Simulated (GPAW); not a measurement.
The system is CoO.

```
CELL_PARAMETERS angstrom
0.00000 2.34364 2.34364
2.34364 0.00000 2.34364
2.34364 2.34364 0.00000
ATOMIC_POSITIONS crystal
Co 0.00000 0.00000 0.00000
O 0.25000 0.25000 0.25000
```

Measurements of this composition are mostly on another form, of space group No. 225.

Base run:

```yaml
Program: GPAW 26.7.0
Functional: r2SCAN
Potentials_or_basis: GPAW PAW data sets (gpaw-data 1.2.1)
Cutoff: 800 eV
Basis: pw
k_mesh: 7 × 7 × 7
Occupations: gaussian, width 0.05 eV
Spin: collinear spin, ferromagnetic start
Starting_moments: "[4.0, 0.0] μB"
Fixed_moment: 4 μB
```

Its results: pressure -3.7 GPa; net moment 4.00 μB per cell; site moments Co +2.94; O +0.44 μB.

Question: The run is repeated on the same cell with these changes: fixed moment from 4 μB to none; moments at the start from [4.0, 0.0] to [2.0, 0.0]. What comes out?

Answer: Pressure -10.5 GPa; net moment 3.00 μB per cell; site moments Co +2.57; O +0.19 μB.

Caveats: the PAW data sets were made with another functional, which shifts forces and pressure a little; a cell with one magnetic atom can't hold antiferromagnetic order, which such compounds often take; the total moment is fixed, so each spin has its own Fermi level (some runs).
